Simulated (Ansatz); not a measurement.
# ZrS: squeezing one contact

The task here is to estimate one member of a computed series from the others.

Method: DFT PBEsol, with the methods named in each step, in Ansatz 0.2.0.

## The structure to begin with

Symmetry: Fm-3m, No. 225, cubic system. The conventional cell has a = 5.247 Å, b = 5.247 Å, c = 5.247 Å, α = 90.00°, β = 90.00°, γ = 90.00°. Zr (site symmetry m-3m) is surrounded by 6 S at 2.62 Å. Around S (site symmetry m-3m) lie 6 Zr at 2.62 Å.

As a file:

```
Zr S
1.0
     0.00000    2.62351    2.62351
     2.62351    0.00000    2.62351
     2.62351    2.62351    0.00000
Zr S
1 1
Direct
  0.00000 0.00000 0.00000
  0.50000 0.50000 0.50000
```

Atoms are numbered in the order of the input: Zr1, S2.

The first run:

input.yaml

```yaml
crystal:
  lattice:
    - [0.0, 2.623508, 2.623508]
    - [2.623508, 0.0, 2.623508]
    - [2.623508, 2.623508, 0.0]
  atoms:
    - { symbol: Zr, position: [0.0, 0.0, 0.0] }
    - { symbol: S, position: [0.5, 0.5, 0.5] }
kpoints:
  mp_grid: { grid: [10, 10, 10] }
scf:
  occupations: { method: fermi_dirac, width: 0.05 }
hamiltonian:
  xc: pbesol
  pseudopotentials: { kind: paw }
output:
  forces: true
  stress: true
  eigenvalues: true
  populations: true
```

Started as:

```bash
ansatz run input.yaml --threads 1 --pin off --max-ram 2048MiB --backend cpu --events-out ev --progress --plain --runs-dir out
```

Steps of the session up to this table: Shortest bond scaled by 1, PAW; Shortest bond scaled by 0.94, PAW; Shortest bond scaled by 0.82, PAW; Shortest bond scaled by 0.76, PAW; Shortest bond scaled by 0.58, PAW; Shortest bond scaled by 0.58, PAW (source ansatz).

One of the session's tables, all rows but one given; the rest of the session is left out.

```
             method  length (Å)  F from the given length (eV/cell)  force along the bond (eV/Å)  pressure (GPa)  largest force (eV/Å)
                PAW       1.522                             17.205                       64.182          138.23                64.183
                PAW       1.994                              2.319                       11.755           24.53                11.755
                PAW       2.151                                  ?                            ?               ?                     ?
                PAW       2.466                              0.056                        0.803           -4.78                 0.803
                PAW       2.624                              0.000                        0.000           -6.22                 0.000
PAW (source ansatz)       1.522                                  –                       63.804          137.43                63.804
```

Estimate the missing values for PAW, 2.151.

As computed: F from the given length (eV/cell): 0.961; force along the bond (eV/Å): 5.967; pressure (GPa): 9.07; largest force (eV/Å): 5.967.
